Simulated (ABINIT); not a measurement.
Crystal: BP.

```xyz
2
Lattice="0.0000 2.2690 2.2690 2.2690 0.0000 2.2690 2.2690 2.2690 0.0000" Properties=species:S:1:pos:R:3 pbc="T T T"
P     3.4035    3.4035    3.4035
B     0.0000    0.0000    0.0000
```

Base run:

- Program: ABINIT 10.8.3 (patched build)
- Functional: HLE16
- Potentials or basis: JTH PAW PBE v2.0
- Cutoff: 544 eV
- k mesh: 10 × 10 × 10
- Occupations: fermi-dirac, width 0.05 eV
- Spin: no spin polarisation

Its results: band gap on the k mesh 1.88 eV, indirect (least direct gap 3.55 eV); pressure -32.6 GPa.

Q: After a change of settings the same cell gave: band gap on the k mesh 1.28 eV, indirect (least direct gap 3.43 eV); pressure 1.0 GPa. Which change was it?
A. functional from HLE16 to rPW86PBE; potentials or basis from JTH PAW PBE v2.0 to PseudoDojo NC SR PBE v0.4.1 standard; cutoff from 544 eV to 1034 eV
B. functional from HLE16 to AM05; potentials or basis from JTH PAW PBE v2.0 to PseudoDojo NC SR PBEsol v0.4.1 standard; cutoff from 544 eV to 1034 eV
C. functional from HLE16 to PW91
D. functional from HLE16 to LDA-Teter; potentials or basis from JTH PAW PBE v2.0 to JTH PAW LDA v2.0

A: C.

Caveats: the cell as given lies far from equilibrium (some runs); the potentials were made for a functional far from this one (some runs); so large a pressure means that the cell lies far from this level's equilibrium, or that cutoff or potentials fall short (some runs); the potentials were made for another functional, which shifts forces and pressure (some runs); the PAW data sets were made with another functional, which shifts forces and pressure a little (some runs).
